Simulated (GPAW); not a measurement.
The system is AlN.

```
Al N
1.0
     0.00000    2.18399    2.18399
     2.18399    0.00000    2.18399
     2.18399    2.18399    0.00000
Al N
1 1
Direct
  0.00000 0.00000 0.00000
  0.25000 0.25000 0.25000
```

Measurements of this composition are mostly on another form, of space group No. 186.

Base run:

| Property | Result |
| --- | --- |
| Program | GPAW 26.7.0 |
| Functional | PBE |
| Potentials or basis | GPAW PAW data sets (gpaw-data 1.2.1) |
| Cutoff | 650 eV |
| Basis | pw |
| k mesh | 8 × 8 × 8 |
| Occupations | fermi-dirac, width 0.01 eV |
| Spin | no spin polarisation |

Its results: band gap on the k mesh 3.30 eV, indirect (least direct gap 4.18 eV); pressure 2.4 GPa.

The run is repeated on the same cell with these changes: cutoff from 650 eV to 600 eV. What comes out?

Band gap on the k mesh 3.31 eV, indirect (least direct gap 4.18 eV); pressure -0.5 GPa.

Caveats: the cutoff is short for stress and forces, so pressures can be off by a GPa or more.

A k mesh can miss the band edges.
